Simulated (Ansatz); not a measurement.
# CaSe (zincblende) from LDA to hybrids

All numbers come from the plane-wave code Ansatz. All values are calculated for a non-magnetic cell, which may be hypothetical.

Structure: CaSe in the zincblende structure, at its r2SCAN minimum. The symmetry is F-43m (No. 216, cubic); a = 6.559 Å in the conventional setting, 35.27 Å³ an atom. Around Ca lie 4 Se at 2.84 Å; around Se lie 4 Ca at 2.84 Å.

```
Ca Se
1.0
     0.00000    3.27956    3.27956
     3.27956    0.00000    3.27956
     3.27956    3.27956    0.00000
Ca Se
1 1
Direct
  0.00000 0.00000 0.00000
  0.25000 0.25000 0.25000
```

Relaxed lattice by functional, symmetry kept:
```csv
functional,k mesh,a (Å),volume (Å³/atom)
PBE,6×6×6,6.589,35.76
r2SCAN,6×6×6,6.559,35.27
PBEsol,6×6×6,6.503,34.37
LDA,6×6×6,6.418,33.04
HSE06,4×4×4,6.577,35.57
```

On this one geometry the levels give:
```csv
level,k mesh,gap (eV),kind,edges,least direct gap (eV),rough cost
LDA,6×6×6,2.93,indirect,K–Γ (0.28) → Γ,3.03,2.3 core-seconds
PBE,6×6×6,3.20,indirect,K–Γ (0.30) → Γ,3.30,4 core-seconds
PBE+SOC,6×6×6,3.12,indirect,L → Γ,3.20,14 core-seconds
r2SCAN,6×6×6,3.70,indirect,K–Γ (0.28) → Γ,3.79,6 core-seconds
r2SCANh,4×4×4,4.22,indirect,K–Γ (0.33) → Γ,4.31,60 core-seconds
HSE06,4×4×4,4.09,indirect,K–Γ (0.33) → Γ,4.17,50 core-seconds
HSE06+SOC,4×4×4,3.99,indirect,L → Γ,4.06,3 core-minutes
DDH-PBE0,4×4×4,4.81,indirect,K–Γ (0.33) → Γ,4.89,60 core-seconds
PBE0,4×4×4,4.76,indirect,K–Γ (0.33) → Γ,4.84,50 core-seconds
Hartree-Fock,4×4×4,9.84,indirect,K–Γ (0.33) → Γ,9.88,50 core-seconds
"G0W0@PBE (210 empty bands, 120 eV, 4×4×4)",4×4×4,4.52,–,K–Γ (0.33) → Γ (mesh),–,80 core-seconds
"G0W0@PBE (522 empty bands, 220 eV, 4×4×4)",4×4×4,4.60,–,K–Γ (0.33) → Γ (mesh),–,12 core-minutes
```
PBE: smearing of 0.02 eV; the others have fixed occupations.
Wave cutoffs: 420 eV, 500 eV (r2SCAN, r2SCANh).
Points off the special ones are mesh points or PBE's searched band edges, reused at the other levels.
The G0W0 gap is PBE's gap over the path plus the quasiparticle shift read on the mesh. The G0W0 figures hold for the stated bands, cutoff and mesh and aren't extrapolated.
Costs come from shared machines and give only the order; PBE's includes the band path. The runs had 2 threads of Arm Neoverse V2 (shared host).

With HSE06 the valence top lies at K–Γ (0.33 of the way from K) and the conduction bottom at Γ, 4.09 eV higher; the smallest vertical gap, at Γ, is 4.17 eV. Spin-orbit coupling changes the PBE gap by -0.09 eV, to 3.12 eV; at Γ the threefold valence level splits into a fourfold and a twofold level 0.31 eV apart, the fourfold one on top. Spin-orbit coupling changes the HSE06 gap by -0.10 eV, to 3.99 eV; at Γ the threefold valence level splits into a fourfold and a twofold level 0.34 eV apart, the fourfold one on top.

Set against the finite-basis gap of 4.60 eV from G0W0@PBE (522 empty bands, 220 eV, 4×4×4), the closest functional is PBE0, which differs by +0.16 eV, at about 8 times r2SCAN's cost; G0W0 itself took about 120 times r2SCAN's cost. The others: DDH-PBE0 +0.21, r2SCANh -0.38, HSE06 -0.51, r2SCAN -0.90, PBE -1.40, LDA -1.67, Hartree-Fock +5.24 eV. The yardstick still moved by +0.08 eV in its last step of bands and cutoff, so this order can change. r2SCAN covers 56 % of the step from PBE to HSE06, while HSE06 needs about 7 times r2SCAN's cost (on a coarser mesh). Spin-orbit coupling moves the least or the direct gap by up to 0.11 eV, so it has to be included where a tenth of an eV counts. Among these functionals the gap stays indirect.

r2SCAN (ground state on 6×6×6): ε∞: 3.64 in all directions. Born charges, averaged over directions: Ca +1.95, Se -1.95 e. PBE (ground state on 6×6×6): The electronic dielectric tensor ε∞ is 3.89 in all directions. Born charges, averaged over directions: Ca +1.95, Se -1.95 e.

Only the levels marked +SOC include spin-orbit coupling.

The meshes of the hybrids are coarse, so their gaps aren't converged to the digits shown.
